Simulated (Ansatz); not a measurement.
**RuO2 with two functionals, pressure 50 GPa**

Start from RuO2 in the rutile structure (space group P4_2/mnm, No. 136; a = 4.5245 Å, c = 3.1196 Å).

(Cell as relaxed with PBE.)

Levels (all Ansatz, an electronic-structure program, PAW, earlier PAW set): PBE (420 eV, spin-orbit coupling left out); PBEsol (420 eV, no SOC).

Each level relaxes its own structure.

| base | PBE | PBEsol |
|---|---|---|
| volume per atom | 10.64 Å³ | 10.29 Å³ |
| lattice parameter a | 4.525 Å | 4.467 Å |
| band gap | zero | zero |

The change: cell and atoms relaxed at a pressure of 50 GPa.

```
quantity             PBE  PBEsol
---------------  -------  ------
volume per atom  9.22 Å³       …
c/a ratio          0.715       …
```

Predict the PBEsol column.


- volume per atom, PBEsol: 9.00 Å³
- c/a ratio, PBEsol: 0.717

PBE's volume per atom lies 0.22 Å³ above PBEsol's (2.4 %); PBE's c/a ratio lies 0.0028 below PBEsol's. Neither level is exact; PBEsol is the comparison here, not a measurement.

Load acts through the strain it causes; cell and atoms are relaxed under it. No phonon test of stability was made. Competing high-pressure phases were not computed. No Hubbard U is applied, and correlation can decide whether such a compound is a metal. The final runs are not spin-polarised.
